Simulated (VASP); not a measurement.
Ge: phonons with LDA

Ge:

```
CELL_PARAMETERS angstrom
0.00000 2.82900 2.82900
2.82900 0.00000 2.82900
2.82900 2.82900 0.00000
ATOMIC_POSITIONS crystal
Ge 0.00000 0.00000 0.00000
Ge 0.25000 0.25000 0.25000
```

The cell was built by a generator and needn't be a form met in nature.

```
Program                : VASP 6.6.1
Task                   : phonons
Functional             : LDA
Potentials or basis    : VASP PAW LDA potentials, release 64 (Ge_d)
Cutoff                 : 600 eV
k mesh                 : 32 × 32 × 32
Occupations            : fermi-dirac, width 0.03 eV
Spin                   : no spin polarisation
Relax isif             : 2
By perturbation theory : no
Holes per cm³          : 1.26e+21
Further INCAR settings : ALGO = Fast; EDIFF = 1e-08; IBRION = 6; POTIM = 0.015; NSW = 1; NELECT = 27.94294
```

```
Highest phonon frequency at Γ : 268 cm⁻¹
```

Phonon frequencies in cm⁻¹ (negative: imaginary):
```tsv
q point	frequencies
(0.000, 0.000, 0.000)	0 0 0 268 268 268
```

Run time: 36 min on 2 MPI ranks on Intel(R) Xeon(R) Platinum 8488C (Sapphire Rapids), on a shared host, peak memory 5.3 GiB a rank.
